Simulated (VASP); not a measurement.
**SnSe: single point with r2SCAN**

Crystal: SnSe.

```
CELL_PARAMETERS angstrom
0.00000 2.97581 2.97581
2.97581 0.00000 2.97581
2.97581 2.97581 0.00000
ATOMIC_POSITIONS crystal
Sn 0.00000 0.00000 0.00000
Se 0.50000 0.50000 0.50000
```

Measurements of this composition are mostly on another form, of space group No. 62.

- Program: VASP 6.6.1
- Task: single point
- Functional: r2SCAN
- Potentials or basis: VASP PAW PBE potentials, release 64 (Sn_d, Se)
- Cutoff: 520 eV
- k mesh: 10 × 10 × 10
- Occupations: gaussian, width 0.02 eV
- Spin: no spin polarisation

```
Pressure               : 1.9 GPa
Band gap on the k mesh : 0.50 eV, indirect (least direct gap 0.62 eV)
```

Levels at points of the mesh, in eV from the valence-band top:
```
           k point  band 6  band 7  band 8  band 9  band 10  band 11  band 12  band 13  band 14  band 15
(0.00, 0.00, 0.00)  -14.95   -5.11   -2.73   -2.73    -2.73     4.51     4.51     4.51     6.01     6.01
(0.50, 0.00, 0.00)  -13.90   -8.75   -2.45   -2.45     0.00     0.62     1.13     1.13     8.69    10.55
(0.50, 0.50, 0.00)  -13.57   -6.35   -6.18   -4.26    -4.26     3.01     5.68     5.69     6.41    10.74
```

Wall time 100 s on 1 thread of AMD EPYC 9R45 (Zen 5), with other jobs on the host, peak memory 0.17 GiB.

Caveat: the PAW data sets were made with another functional, which shifts forces and pressure a little; spin-orbit coupling is left out, which moves the levels of the heavy elements. A k mesh can miss the band edges.
